**Carbon in eight crystal structures: energy order, real cell shapes and the pressure of reversal**

The table holds the energy above the lowest row, the neighbour count and distance, the volume per atom and the bulk modulus of carbon relaxed in eight named structures, from plane-wave PAW calculations with PBEsol, without dispersion or spin polarisation. The program works out the energy steps, the electron count 8/z per bond for z neighbours, the real shape of each cell, the size of the smearing and residual-pressure terms, and one estimate without adjustable constants, the crossing pressure ΔE/ΔV at fixed volumes. The output shows graphite 47 meV below lonsdaleite with a crossing near 2.0 GPa, and all rows with six or more neighbours at least 1505 meV above those with four or fewer. It also shows that hcp and dhcp relaxed into separated sheets of unresolved order and omega into chains. The electron count does not account for the 1269 meV between simple cubic and hcp, and the pressure estimate is invalid for lonsdaleite against simple cubic.

Carbon in eight structures, each relaxed with its symmetry held, in Ansatz 0.2.0 (DFT, PBEsol, plane waves to 420 eV, scalar-relativistic PAW datasets made for PBE, Fermi-Dirac smearing, no spin polarisation, no dispersion term). Energies are extrapolated to zero smearing and count from the lowest row; bulk moduli come from Birch-Murnaghan fits to uniform scalings.

## Numerical check

```python
# Table: carbon in eight named structures; energy above the lowest row, neighbour distance, volume, bulk modulus
# (Ansatz 0.2.0, plane-wave PAW, PBEsol, no dispersion, no spin). Tested: order and size of the energy steps
# against numerical terms, the real shape of each cell, electron counts, and the pressure dE/dV of a crossing.
T = {
    'structure': ['graphite', 'lonsdaleite', 'omega (AlB2-type)', 'simple cubic', 'dhcp', 'hcp', 'bcc', 'fcc'],
    'space_group': ['P6_3/mmc', 'P6_3/mmc', 'P6/mmm', 'Pm-3m', 'P6_3/mmc', 'P6_3/mmc', 'Im-3m', 'Fm-3m'],
    'neighbours': [3, 4, 2, 6, 6, 6, 8, 12],
    'smearing_width': ['0.05 eV', '0.05 eV', '0.1 eV', '0.1 eV', '0.1 eV', '0.1 eV', '0.1 eV', '0.1 eV'],
    'k_mesh': ['14×14×4', '13×13×7', '7×7×27', '20×20×20', '23×23×3', '23×23×6', '21×21×21', '20×20×20'],
    'energy_above_lowest': [0, 47, 1099, 2604, 3873, 3873, 4227, 4471],  # meV/atom
    'neighbour_distance': [1.42, 1.534, 1.283, 1.755, 1.709, 1.709, 2.03, 2.147],  # Å
    'volume': [9.39, 5.63, 13.0, 5.47, 8.48, 8.48, 6.42, 6.99],  # Å³
    'bulk_modulus': [263, 450, 175, 335, 147, 147, 215, 173],  # GPa
}
import numpy as np
from scipy.constants import e
S = [s.split()[0] for s in T['structure']]
z, E, d, V, B = (np.array(T[k], float) for k in
                 ['neighbours', 'energy_above_lowest', 'neighbour_distance', 'volume', 'bulk_modulus'])
i = {s: n for n, s in enumerate(S)}
g, l, o, sc, h, dh, b, f = (i[k] for k in ['graphite', 'lonsdaleite', 'omega', 'simple', 'hcp', 'dhcp', 'bcc', 'fcc'])
c = 1e-21 / e * 1e3  # meV per GPa A^3
# further outputs of the same runs, unscaled cell: atoms, T*S per cell (eV), pressure (GPa), band-count gap (eV)
X = {'graphite': (4, 2.1587e-6, 0.0031, 0.997), 'lonsdaleite': (4, 0.0, -0.0041, 3.186),
     'omega': (3, 0.02027, 0.1798, -15.251), 'simple': (1, 0.0117, 4.1348, -12.097),
     'dhcp': (4, 0.035375, -1.1360, -1.395), 'hcp': (2, 0.017703, -1.1327, -1.381),
     'bcc': (1, 0.010904, -0.4529, -14.798), 'fcc': (1, 0.012628, -0.0773, -12.117)}
print('structure, z, electrons per bond 8/z, bond order 4/z, d (A), E (meV), step from row below (meV), B*V (eV)')
od = np.argsort(E, kind='stable')
for k, n in enumerate(od):
    st = E[n] - E[od[k - 1]] if k else 0
    print(f'{S[n]:12s}{z[n]:3.0f}{8/z[n]:6.2f}{4/z[n]:6.2f}{d[n]:7.3f}{E[n]:6.0f}{st:6.0f}{B[n]*V[n]*c/1e3:6.1f}')
print('rounding of the table: 0.5 meV per energy, 0.005 A^3 per volume')
print(f'lowest row with z>=6 above highest with z<=4: {E[z>=6].min()-E[z<=4].max():.0f} meV')
print(f'simple cubic - hcp {E[sc]-E[h]:.0f}, hcp - bcc {E[h]-E[b]:.0f}, hcp - fcc {E[h]-E[f]:.0f}, bcc - fcc {E[b]-E[f]:.0f} meV')
print(f'omega step / lonsdaleite step above graphite: {E[o]/E[l]:.0f}; d(fcc)/d(graphite) {d[f]/d[g]:.2f}')
print('volume over ideal volume of the named lattice at the listed d:')
ideal = {l: 8/27**.5, sc: 1, h: 2**-.5, dh: 2**-.5, b: 4/27**.5, f: 2**-.5}
r = {n: V[n] / (x * d[n]**3) for n, x in ideal.items()}
print('  ' + ', '.join(f'{S[n]} {x:.3f}' for n, x in r.items()))
Ag = 27**.5 / 4 * d[g]**2
print(f'graphite layer spacing from V and d: {V[g]/Ag:.2f} A ({V[g]/Ag/d[g]:.2f} d)')
sp = 12.952 / 4 / 0.88**(1/3)  # dhcp c edge at volume x0.88, further output of the same run
print(f'sheet spacing: {V[h]/(3**.5/2*d[h]**2):.2f} A from fitted V, {sp:.2f} A from dhcp cell; hcp c/a {2*sp/d[h]:.2f}, ideal {(8/3)**.5:.2f}')
print(f'omega chain spacing: {(3*V[o]/(3**.5/2*d[o]))**.5/3**.5:.2f} A; bcc second shell at {2/3**.5:.3f} d')
print(f'lonsdaleite c/a {4.161/2.499:.3f}; dhcp stress at x0.88: 41.2 GPa within sheet, -0.5 GPa along c')  # run outputs
km = int(T['k_mesh'][g].split('×')[0])
print(f'graphite mesh {km} divisible by 3 (needed to contain K): {km % 3 == 0}')
print('structure, T*S per atom (meV), zero-smearing shift TS/2 (meV), pressure (GPa), P^2V/2B (meV), band-count gap (eV)')
for n in od:
    a, ts, p, gap = X[S[n]]
    print(f'{S[n]:12s}{ts/a*1e3:6.1f}{ts/a*500:6.1f}{p:7.2f}{p*p*V[n]/(2*B[n])*c:6.2f}{gap:8.2f}')
# zero-smearing energies per atom (eV) at scalings 0.88 to 1.08, further outputs of the same runs
eh = np.array([-242.746739, -242.790777, -242.812798, -242.817849, -242.8089, -242.79269])
ed = np.array([-242.74675, -242.790779, -242.812803, -242.817849, -242.808889, -242.792673])
print(f'hcp - dhcp over six scalings: {1e3*(eh-ed).min():.3f} to {1e3*(eh-ed).max():.3f} meV')
dE, dV = E[l] - E[g], V[g] - V[l]
print(f'graphite to lonsdaleite: dE {dE:.0f} meV, dV {dV:.2f} A^3 ({100*dV/V[g]:.0f} % of graphite)')
print(f'crossing at fixed volumes P = dE/dV: {dE/dV/c:.2f} GPa; {10/dV/c:.2f} GPa per 10 meV of dE; rounding {0.5/dV/c:.2f} GPa')
for s in (3.3, 3.4):  # rough recalled layer spacing of graphite, A
    print(f'  with rough recalled spacing {s} A: V {Ag*s:.2f} A^3 (table {100*(V[g]/(Ag*s)-1):.0f} % larger), P {dE/(Ag*s-V[l])/c:.2f} GPa')
print('rows denser than lonsdaleite: ' + ', '.join(S[n] for n in od if V[n] < V[l]))
print('rows less dense than graphite: ' + ', '.join(S[n] for n in od if V[n] > V[g]))
P2 = (E[sc] - E[l]) / (V[l] - V[sc]) / c
print(f'lonsdaleite to simple cubic: dE {E[sc]-E[l]:.0f} meV, dV {V[l]-V[sc]:.2f} A^3; dE/dV is {P2/B[l]:.1f} times B, estimate invalid')
assert od[0] == g and od[1] == l
assert np.all(np.diff(d[np.lexsort((d, z))]) >= 0)
assert E[z >= 6].min() - E[z <= 4].max() > 1000
assert r[h] > 2 and abs(r[f] - 1) < 0.02
```

It prints:

```
structure, z, electrons per bond 8/z, bond order 4/z, d (A), E (meV), step from row below (meV), B*V (eV)
graphite      3  2.67  1.33  1.420     0     0  15.4
lonsdaleite   4  2.00  1.00  1.534    47    47  15.8
omega         2  4.00  2.00  1.283  1099  1052  14.2
simple        6  1.33  0.67  1.755  2604  1505  11.4
dhcp          6  1.33  0.67  1.709  3873  1269   7.8
hcp           6  1.33  0.67  1.709  3873     0   7.8
bcc           8  1.00  0.50  2.030  4227   354   8.6
fcc          12  0.67  0.33  2.147  4471   244   7.5
rounding of the table: 0.5 meV per energy, 0.005 A^3 per volume
lowest row with z>=6 above highest with z<=4: 1505 meV
simple cubic - hcp -1269, hcp - bcc -354, hcp - fcc -598, bcc - fcc -244 meV
omega step / lonsdaleite step above graphite: 23; d(fcc)/d(graphite) 1.51
volume over ideal volume of the named lattice at the listed d:
  lonsdaleite 1.013, simple 1.012, hcp 2.403, dhcp 2.403, bcc 0.997, fcc 0.999
graphite layer spacing from V and d: 3.58 A (2.52 d)
sheet spacing: 3.35 A from fitted V, 3.38 A from dhcp cell; hcp c/a 3.95, ideal 1.63
omega chain spacing: 3.42 A; bcc second shell at 1.155 d
lonsdaleite c/a 1.665; dhcp stress at x0.88: 41.2 GPa within sheet, -0.5 GPa along c
graphite mesh 14 divisible by 3 (needed to contain K): False
structure, T*S per atom (meV), zero-smearing shift TS/2 (meV), pressure (GPa), P^2V/2B (meV), band-count gap (eV)
graphite       0.0   0.0   0.00  0.00    1.00
lonsdaleite    0.0   0.0  -0.00  0.00    3.19
omega          6.8   3.4   0.18  0.01  -15.25
simple        11.7   5.9   4.13  0.87  -12.10
dhcp           8.8   4.4  -1.14  0.23   -1.40
hcp            8.9   4.4  -1.13  0.23   -1.38
bcc           10.9   5.5  -0.45  0.02  -14.80
fcc           12.6   6.3  -0.08  0.00  -12.12
hcp - dhcp over six scalings: -0.017 to 0.011 meV
graphite to lonsdaleite: dE 47 meV, dV 3.76 A^3 (40 % of graphite)
crossing at fixed volumes P = dE/dV: 2.00 GPa; 0.43 GPa per 10 meV of dE; rounding 0.02 GPa
  with rough recalled spacing 3.3 A: V 8.64 A^3 (table 9 % larger), P 2.50 GPa
  with rough recalled spacing 3.4 A: V 8.91 A^3 (table 5 % larger), P 2.30 GPa
rows denser than lonsdaleite: simple
rows less dense than graphite: omega
lonsdaleite to simple cubic: dE 2557 meV, dV 0.16 A^3; dE/dV is 5.7 times B, estimate invalid
```
